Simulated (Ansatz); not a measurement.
**ZrO₂: the gap under pressure**

ZrO₂, Fm-3m, a = 5.116 Å. This isn't the usual stable structure of the compound. Ansatz: PBE, PAW, 420 eV, Γ-centred 8×8×8 mesh on 3 atoms, Gaussian smearing 0.02 eV; no spin polarisation. Cell and atoms are relaxed at each pressure, and no other structure is tried, so the rows at high pressure may lie past a change of phase. The gap is sought over the whole zone. The pressures are the targets, met within 0.08 GPa.

```tsv
P (GPa)	gap y (eV)
-2.0	?
0.0	3.317
2.0	3.341
5.0	3.375
10.0	3.425
20.0	3.516
40.0	3.664
```

Question: Fit y = E0 + αP + βP² to the other rows and predict the missing gap.

Answer: Least squares on the rows shown. y = 3.3186 + 0.011238 P − 6.5230×10⁻⁵ P². So α = 11.2 meV/GPa at zero pressure. With a term in P³ added, the coefficient of P becomes 0.01195, 6 % more, which shows how far this figure hangs on the form. At P = -2.0 the fit asked for gives 3.296 eV. The run gave 3.293 eV, so the fit is 0.003 eV too high, a small miss on the scale of the series.

Semilocal functionals give gaps under the measured ones; changes of the gap mostly carry over better.